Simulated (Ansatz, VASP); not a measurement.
This is a calculation of C (Carbon) for Ansatz 0.2.0. 

The input input.yaml:

```yaml
crystal:
  lattice:
    - [2.5221, 0.0, 0.0]
    - [-1.26105, 2.1842026709, 0.0]
    - [0.0, 0.0, 8.2371]
  atoms:
    - { symbol: C, position: [0.6666666667, 0.3333333333, 0.84375] }
    - { symbol: C, position: [0.3333333333, 0.6666666667, 0.34375] }
    - { symbol: C, position: [0.6666666667, 0.3333333333, 0.65625] }
    - { symbol: C, position: [0.3333333333, 0.6666666667, 0.15625] }
    - { symbol: C, position: [0.0, 0.0, 0.90625] }
    - { symbol: C, position: [0.0, 0.0, 0.40625] }
    - { symbol: C, position: [0.0, 0.0, 0.59375] }
    - { symbol: C, position: [0.0, 0.0, 0.09375] }
hamiltonian:
  xc: pbesol
  pseudopotentials: { kind: paw }
kpoints:
  mp_grid: { grid: [12, 12, 4] }
scf:
  occupations: { method: fermi_dirac, width: 0.05 }
output:
  forces: true
  stress: true
  write_density: true
  write_potential: true
  elf: true
  volumetric_format: npy
relax:
  f_tol: 0.01
  max_steps: 40
  cell: { stress_tol: 0.05 }
```

Potentials or basis: Ansatz PAW.

Command:

```sh
$ ansatz run input.yaml --threads 2 --pin off --max-ram 5120MiB --backend cpu --events-out ev --progress --plain --runs-dir out
```

Set up the same calculation for VASP 6.6.1. Potentials or basis there: PBE PAW files C, 600 eV.

As run (cutoffs and basis follow the program's own potentials, and thresholds, step limits or extra output files can differ):

Contents of INCAR:

```
SYSTEM = C
PREC = Accurate
ENCUT = 600
EDIFF = 1E-7
ISMEAR = -1
SIGMA = 0.05
LREAL = .False.
LASPH = .True.
NELM = 80
ALGO = Normal
ISIF = 3
LWAVE = .False.
LCHARG = .False.
GGA = PS
IBRION = 2
NSW = 40
EDIFFG = -0.005
```

KPOINTS

```
Automatic mesh
0
Gamma
  12 12 4
  0 0 0
```

POSCAR

```
C
1.0
    2.5221000000      0.0000000000      0.0000000000
   -1.2610500000      2.1842026709      0.0000000000
    0.0000000000      0.0000000000      8.2371000000
C
8
Direct
    0.6666666667      0.3333333333      0.8437500000
    0.3333333333      0.6666666667      0.3437500000
    0.6666666667      0.3333333333      0.6562500000
    0.3333333333      0.6666666667      0.1562500000
    0.0000000000      0.0000000000      0.9062500000
    0.0000000000      0.0000000000      0.4062500000
    0.0000000000      0.0000000000      0.5937500000
    0.0000000000      0.0000000000      0.0937500000
```

Potentials or basis: VASP PAW PBE potentials, release 64 (C).

The run is started by

```bash
$ cat potpaw_PBE.64/C/POTCAR > POTCAR
$ mpirun -np 1 vasp_std > vasp.out
```

Both were run:

|  | Ansatz | VASP |
| --- | --- | --- |
| Relaxed volume | 5.62 Å³/atom | 5.62 Å³/atom |
| Relaxed cell | a = 2.505 Å, b = 2.505 Å, c = 8.265 Å, α = 90.00°, β = 90.00°, γ = 120.00° | a = 2.506 Å, b = 2.506 Å, c = 8.267 Å, α = 90.00°, β = 90.00°, γ = 120.00° |
| Space group after relaxing | P6_3/mmc (No. 194) | P6_3/mmc (No. 194) |
| Pressure after relaxing | 0.0 GPa | 0.0 GPa |

Ansatz's pressure holds a Pulay term of +1.04 GPa for its cutoff of 420 eV, which the other run lacks.

Ansatz's potentials were made for PBE. VASP's potentials were made for PBE.

Where Ansatz's input types no cutoff or centring, it takes its own default and a Γ-centred mesh.

Pressure is positive in compression.
